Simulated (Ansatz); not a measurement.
Geometry optimisation in Ansatz: input, command and trajectory.

```yaml
crystal:
  lattice:
    - [5.4891994869, 0.0, 0.0]
    - [0.0, 3.5454601085, 0.0]
    - [0.0, 0.0, 5.9814032568]
  atoms:
    - { symbol: Ni, position: [0.9958216377, 0.75, 0.192200754] }
    - { symbol: Ni, position: [0.0041783623, 0.25, 0.807799246] }
    - { symbol: Ni, position: [0.5041783623, 0.25, 0.692200754] }
    - { symbol: Ni, position: [0.4958216377, 0.75, 0.307799246] }
    - { symbol: Ge, position: [0.8082753721, 0.75, 0.586812622] }
    - { symbol: Ge, position: [0.1917246279, 0.25, 0.413187378] }
    - { symbol: Ge, position: [0.6917246279, 0.25, 0.086812622] }
    - { symbol: Ge, position: [0.3082753721, 0.75, 0.913187378] }
basis:
  ecutwfc: 420
kpoints:
  mp_grid: { grid: [8, 10, 6] }
hamiltonian:
  xc: pbe
scf:
  occupations: { method: gaussian, width: 0.1 }
output:
  forces: true
  stress: true
  eigenvalues: true
relax:
  adjacent_minimum: "off"
  f_tol: 0.01
  max_steps: 30
  cell: { stress_tol: 0.1, fix: [volume] }
```

```bash
ansatz run input.yaml --threads 2 --pin off --max-ram 5120MiB --backend cpu --events-out ev --progress --plain --runs-dir out
```

All numbers below come from Ansatz 0.2.0, DFT PBE, scalar-relativistic, plane waves, PAW.

The volume is held at 1.06 times that of the relaxed cell.

Of 5 frames 4 are shown, positions in Å and forces in eV/Å; the SCF threshold varies from step to step. Steps run on the plane waves of an earlier cell, with a Pulay correction in the pressure. The basis is chosen afresh for the last frame, the zero of the energies, and at times for earlier ones too; energy and pressure step there, also at an unchanged geometry. Spin polarisation was left out; whether the Ni atoms would carry moments isn't shown by this run.

```xyz
8
Lattice="5.4892 0.0000 0.0000 0.0000 3.5455 0.0000 0.0000 0.0000 5.9814" Properties=species:S:1:pos:R:3:forces:R:3 pbc="T T T" step=1 free_energy_over_end_meV_per_atom=0.41 pressure_GPa=-6.98
Ni    5.4663    2.6591    1.1496    0.0376    0.0000    0.0313
Ni    0.0229    0.8864    4.8318   -0.0376    0.0000   -0.0313
Ni    2.7675    0.8864    4.1403   -0.0376    0.0000    0.0313
Ni    2.7217    2.6591    1.8411    0.0376    0.0000   -0.0313
Ge    4.4368    2.6591    3.5100   -0.0486    0.0000   -0.0049
Ge    1.0524    0.8864    2.4714    0.0486    0.0000    0.0049
Ge    3.7970    0.8864    0.5193    0.0486    0.0000   -0.0049
Ge    1.6922    2.6591    5.4621   -0.0486    0.0000    0.0049
8
Lattice="5.4872 0.0000 0.0000 0.0000 3.5438 0.0000 0.0000 0.0000 5.9863" Properties=species:S:1:pos:R:3:forces:R:3 pbc="T T T" step=2 free_energy_over_end_meV_per_atom=0.14 pressure_GPa=-6.85
Ni    5.4687    2.6579    1.1571    0.0157    0.0000    0.0136
Ni    0.0186    0.8860    4.8292   -0.0157    0.0000   -0.0136
Ni    2.7622    0.8860    4.1502   -0.0157    0.0000    0.0136
Ni    2.7251    2.6579    1.8361    0.0157    0.0000   -0.0136
Ge    4.4280    2.6579    3.5119   -0.0192    0.0000   -0.0020
Ge    1.0593    0.8860    2.4744    0.0192    0.0000    0.0020
Ge    3.8029    0.8860    0.5188    0.0192    0.0000   -0.0020
Ge    1.6844    2.6579    5.4675   -0.0192    0.0000    0.0020
8
Lattice="5.4685 0.0000 0.0000 0.0000 3.5472 0.0000 0.0000 0.0000 6.0010" Properties=species:S:1:pos:R:3:forces:R:3 pbc="T T T" step=3 free_energy_over_end_meV_per_atom=0.01 pressure_GPa=-6.71
Ni    5.4540    2.6604    1.1668   -0.0051    0.0000    0.0033
Ni    0.0146    0.8868    4.8342    0.0051    0.0000   -0.0033
Ni    2.7488    0.8868    4.1673    0.0051    0.0000    0.0033
Ni    2.7197    2.6604    1.8337   -0.0051    0.0000   -0.0033
Ge    4.4077    2.6604    3.5198   -0.0028    0.0000    0.0034
Ge    1.0608    0.8868    2.4812    0.0028    0.0000   -0.0034
Ge    3.7951    0.8868    0.5193    0.0028    0.0000    0.0034
Ge    1.6735    2.6604    5.4817   -0.0028    0.0000   -0.0034
8
Lattice="5.4598 0.0000 0.0000 0.0000 3.5523 0.0000 0.0000 0.0000 6.0020" Properties=species:S:1:pos:R:3:forces:R:3 pbc="T T T" step=5 free_energy_over_end_meV_per_atom=0.00 pressure_GPa=-6.69
Ni    5.4450    2.6642    1.1687   -0.0046    0.0000    0.0013
Ni    0.0147    0.8881    4.8333    0.0046    0.0000   -0.0013
Ni    2.7446    0.8881    4.1698    0.0046    0.0000    0.0013
Ni    2.7151    2.6642    1.8323   -0.0046    0.0000   -0.0013
Ge    4.3997    2.6642    3.5218    0.0001    0.0000    0.0018
Ge    1.0601    0.8881    2.4802   -0.0001    0.0000   -0.0018
Ge    3.7899    0.8881    0.5208   -0.0001    0.0000    0.0018
Ge    1.6698    2.6642    5.4813    0.0001    0.0000   -0.0018
```

The run took 3.9 min on 2 threads of Intel(R) Xeon(R) Processor @ 2.70GHz, on a shared host, peak memory 1 GiB.